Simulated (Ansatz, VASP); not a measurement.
## Two plane-wave programs on KCl

INCAR

```
SYSTEM = KCl
PREC = Accurate
ENCUT = 520
EDIFF = 1E-7
ISMEAR = -1
SIGMA = 0.05
LREAL = .False.
LASPH = .True.
NELM = 100
ALGO = Normal
ISIF = 2
LWAVE = .False.
LCHARG = .False.
GGA = PS
NBANDS = 15
```

File KPOINTS:

```
Automatic mesh
0
Gamma
  7 7 7
  0 0 0
```

File POSCAR:

```
KCl
1.0
    3.8646218801      0.0000000000      0.0000000000
    0.0000000000      3.8646218801      0.0000000000
    0.0000000000      0.0000000000      3.8646218801
K Cl
1 1
Direct
    0.0000000000      0.0000000000      0.0000000000
    0.5000000000      0.5000000000      0.5000000000
```

File input.yaml:

```yaml
crystal:
  lattice:
    - [3.8646218801, 0.0, 0.0]
    - [0.0, 3.8646218801, 0.0]
    - [0.0, 0.0, 3.8646218801]
  atoms:
    - { symbol: K, position: [0.0, 0.0, 0.0] }
    - { symbol: Cl, position: [0.5, 0.5, 0.5] }
hamiltonian:
  xc: pbesol
  pseudopotentials: { kind: paw }
kpoints:
  mp_grid: { grid: [7, 7, 7] }
scf:
  occupations: { method: fermi_dirac, width: 0.05 }
output:
  forces: true
  stress: true
  eigenvalues: true
```

Change from the starting cell: volume scaled by 1.02.

Alike in both runs: task single point; functional PBEsol; k mesh 7 × 7 × 7; occupations fermi-dirac, width 0.05 eV; no spin polarisation.

```csv
,VASP,Ansatz
version,VASP 6.6.1,Ansatz 0.2.0
potentials or method,"VASP PAW PBE potentials, release 64 (K_sv, Cl)",Ansatz PAW
plane-wave cutoff (eV),520,420
valence electrons in the cell,16,16
```

|  | VASP | Ansatz | Ansatz less VASP |
| --- | --- | --- | --- |
| gap on the k mesh at the Fermi level (eV) | 4.56 | 4.57 | +0.003 |
| least direct gap on the mesh (eV) | 4.75 | 4.75 | +0.002 |
| pressure (GPa) | -1.7 | -1.7 | -0.02 |

Caveats: the PAW data sets were made with another functional, which shifts forces and pressure a little (VASP); an odd mesh through Γ misses points on the zone boundary, where band edges often lie (VASP); odd divisions of the mesh miss points on the zone boundary, where band edges often lie, so the gap on the mesh can be too wide (Ansatz); the PAW data sets come from PBE, with cores solved anew for the run's functional, which leaves a small shift of forces and pressure (Ansatz).
